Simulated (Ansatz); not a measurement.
Molecular dynamics on a 2×2×2 supercell (16 atoms) of CaO (rocksalt), relaxed with r2SCAN. Forces come from PBE in the plane-wave code Ansatz: a Nosé-Hoover thermostat at fixed volume, 100 K, steps of 2 fs. Classical nuclei, no spin polarisation; a few dozen steps show the first response, not equilibrium.

```yaml
crystal:
  lattice:
    - [0.0, 4.7951002376, 4.7951002376]
    - [4.7951002376, 0.0, 4.7951002376]
    - [4.7951002376, 4.7951002376, 0.0]
  atoms:
    - { symbol: Ca, position: [0.0, 0.0, 0.0] }
    - { symbol: O, position: [0.25, 0.25, 0.25] }
    - { symbol: Ca, position: [0.0, 0.0, 0.5] }
    - { symbol: O, position: [0.25, 0.25, 0.75] }
    - { symbol: Ca, position: [0.0, 0.5, 0.0] }
    - { symbol: O, position: [0.25, 0.75, 0.25] }
    - { symbol: Ca, position: [0.0, 0.5, 0.5] }
    - { symbol: O, position: [0.25, 0.75, 0.75] }
    - { symbol: Ca, position: [0.5, 0.0, 0.0] }
    - { symbol: O, position: [0.75, 0.25, 0.25] }
    - { symbol: Ca, position: [0.5, 0.0, 0.5] }
    - { symbol: O, position: [0.75, 0.25, 0.75] }
    - { symbol: Ca, position: [0.5, 0.5, 0.0] }
    - { symbol: O, position: [0.75, 0.75, 0.25] }
    - { symbol: Ca, position: [0.5, 0.5, 0.5] }
    - { symbol: O, position: [0.75, 0.75, 0.75] }
kpoints:
  mp_grid: { grid: [2, 2, 2] }
hamiltonian:
  xc: pbe
scf:
  occupations: { method: fermi_dirac, width: 0.02 }
md:
  ensemble: nvt_nose_hoover
  temperature: 100
  timestep: 2.0
  n_steps: 30
  initial_velocities: maxwell_boltzmann
  seed: 8916
```

Run as `ansatz run input.yaml --threads 4 --pin off --max-ram 3686MiB --backend cpu --events-out ev --progress --plain --runs-dir out`. Wall time 34 s on 4 threads of Arm Neoverse V2, on a shared host; peak host memory 0.76 GiB.

Q: How do temperature and energy develop?

A: The temperature starts at 100 K, is lowest at step 12 (17 K, 24 fs) and ends at 58 K. The thermostat hasn't had time to restore it. The atoms start on their lattice sites with kinetic energy alone, so much of it first passes into potential energy. By the last step the atoms have moved 0.04 Å in the root mean square, the drift of the whole cell taken out, 0.07 Å at most.
```
step  t (fs)  T (K)  free energy F from step 0 (meV/atom)  kinetic energy (meV/atom)  largest force (eV/Å)
   0       0    100                                   0.0                       12.1                  0.00
   1       2     98                                   0.2                       11.9                  0.11
   2       4     94                                   0.7                       11.4                  0.21
   3       6     87                                   1.6                       10.5                  0.31
   4       8     78                                   2.7                        9.4                  0.40
   5      10     67                                   4.0                        8.2                  0.49
   6      12     57                                   5.3                        6.9                  0.56
   7      14     46                                   6.6                        5.6                  0.63
   8      16     36                                   7.8                        4.4                  0.67
   9      18     28                                   8.8                        3.4                  0.71
  10      20     22                                   9.5                        2.7                  0.72
  11      22     18                                  10.0                        2.2                  0.72
  12      24     17                                  10.1                        2.1                  0.71
  13      26     18                                  10.0                        2.2                  0.68
  14      28     21                                   9.7                        2.5                  0.66
  15      30     25                                   9.2                        3.0                  0.65
  16      32     30                                   8.6                        3.7                  0.63
  17      34     36                                   7.9                        4.3                  0.60
  18      36     41                                   7.3                        5.0                  0.57
  19      38     46                                   6.7                        5.6                  0.53
  20      40     51                                   6.3                        6.1                  0.49
  21      42     54                                   5.9                        6.5                  0.44
  22      44     56                                   5.7                        6.8                  0.41
  23      46     58                                   5.6                        7.0                  0.40
  24      48     58                                   5.6                        7.1                  0.44
  25      50     58                                   5.7                        7.1                  0.49
  26      52     58                                   5.8                        7.1                  0.53
  27      54     58                                   5.9                        7.0                  0.55
  28      56     58                                   6.0                        7.0                  0.56
  29      58     58                                   6.1                        7.0                  0.55
  30      60     58                                   6.1                        7.0                  0.55
```

Positions (Å) and forces (eV/Å) at step 30:
```
Ca  -0.013  -0.018  -0.046     0.202   0.050   0.172
O    2.421   2.421   2.448    -0.208  -0.300  -0.381
Ca   2.387   2.421   0.062     0.119  -0.300  -0.353
O    4.733   4.775   2.393     0.518   0.146  -0.113
Ca   2.368   0.011   2.407     0.251  -0.097  -0.217
O    4.777   2.423   4.780     0.299  -0.217   0.155
Ca   4.841   2.401   2.394    -0.292  -0.007   0.079
O    7.201   4.800   4.793    -0.047  -0.061  -0.071
Ca  -0.035   2.367   2.391     0.051   0.210   0.080
O    2.433   4.798   4.772    -0.302   0.136   0.301
Ca   2.392   4.789   2.385     0.055   0.015   0.335
O    4.809   7.188   4.788    -0.073   0.052   0.058
Ca   2.420   2.393   4.787    -0.026   0.278   0.000
O    4.788   4.770   7.198    -0.052   0.117  -0.076
Ca   4.821   4.816   4.795    -0.425  -0.142   0.021
O    7.198   7.189   7.206    -0.069   0.120   0.011
```
